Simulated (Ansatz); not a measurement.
# MnO: the cost of one run

Method: DFT PBEsol, scalar-relativistic, in Ansatz 0.2.0.

## Step 1: The system as given

The structure is hexagonal, space group P6_3mc (No. 186). The conventional cell has a = 3.372 Å, b = 3.372 Å, c = 5.386 Å, α = 90.00°, β = 90.00°, γ = 120.00°. Mn (site symmetry 3m) is surrounded by 4 O at 1.96 to 2.08 Å. Around O (site symmetry 3m) lie 4 Mn at 1.96 to 2.08 Å.

As a file:

```xyz
4
Lattice="3.3717 0.0000 0.0000 -1.6859 2.9200 0.0000 0.0000 0.0000 5.3855" Properties=species:S:1:pos:R:3 pbc="T T T"
Mn    0.0000    1.9467    0.0590
Mn    1.6859    0.9733    2.7518
O     0.0000    1.9467    2.0221
O     1.6859    0.9733    4.7148
```

Atoms are numbered in the order of the input: Mn1, Mn2, O3, O4.

## Step 2: The deformed structure

Space group P6_3mc before, P6_3mc after.

## Step 3: All-electron LAPW

Contents of input.yaml:

```yaml
crystal:
  lattice:
    - [3.4728519572, 0.0, 0.0]
    - [-1.7364259785, 3.0075780185, 0.0]
    - [0.0, 0.0, 5.3855]
  atoms:
    - { symbol: Mn, position: [0.3333333333, 0.6666666667, 0.01096], spin: 4.0 }
    - { symbol: Mn, position: [0.6666666667, 0.3333333333, 0.51096], spin: 4.0 }
    - { symbol: O, position: [0.3333333333, 0.6666666667, 0.37547] }
    - { symbol: O, position: [0.6666666667, 0.3333333333, 0.87547] }
magnetization:
  spin_polarized: true
kpoints:
  mp_grid: { grid: [14, 14, 8] }
  band_path:
    path:
      - [0.0, 0.0, 0.0]
      - [0.5, 0.0, 0.0]
      - [0.3333333333, 0.3333333333, 0.0]
      - [0.0, 0.0, 0.0]
      - [0.0, 0.0, 0.5]
      - [0.5, 0.0, 0.5]
      - [0.3333333333, 0.3333333333, 0.5]
      - [0.0, 0.0, 0.5]
      - [0.5, 0.0, 0.5]
    npoints: 5
scf:
  occupations: { method: fermi_dirac, width: 0.05 }
hamiltonian:
  xc: pbesol
  pseudopotentials: { kind: all_electron, lapw: { basis_error: 0.0005 } }
output:
  forces: true
  stress: true
  eigenvalues: true
```

Run with:

```bash
> ansatz run input.yaml --threads 1 --pin off --max-ram 6144MiB --backend cpu --events-out ev --progress --plain --runs-dir out
```

**Question.** How long does this run take on 1 thread of Intel Xeon 6975P-C (Granite Rapids), shared host, and how much memory does it need?

About 4.7 min, with a peak of 1.3 GiB.
